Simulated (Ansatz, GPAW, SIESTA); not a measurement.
# PbO2: 3 runs at one level of theory

```
Pb O
1.0
     0.00000    2.70199    2.70199
     2.70199    0.00000    2.70199
     2.70199    2.70199    0.00000
Pb O
1 2
Direct
  0.00000 0.00000 0.00000
  0.75000 0.75000 0.75000
  0.25000 0.25000 0.25000
```

The cell comes from a database or a generator and needn't be the stable form of this composition.

Alike in all runs: task band structure; functional PBEsol; k mesh 9 × 9 × 9; occupations fermi-dirac, width 0.05 eV; no spin polarisation; no spin-orbit coupling. Pressure is positive in compression and, in plane waves, holds the error of the finite cutoff.

```csv
program and potentials,plane-wave cutoff (eV),notes,pressure (GPa)
"SIESTA, files PseudoDojo sr-pbesol-0.4.1-standard, DZP (energy shift 0.003 Ry; two zetas on semicore shells)",-,atomic basis,-1.24
"GPAW, PAW data sets generated for this functional",800,-,-7.11
"Ansatz, all-electron LAPW, scalar-relativistic",-,-,?
```

Estimate from the other rows what the run with Ansatz, all-electron LAPW, scalar-relativistic gave.

Pressure -5.68 GPa. The other rows, which needn't bracket it: pressure -7.11 to -1.24.
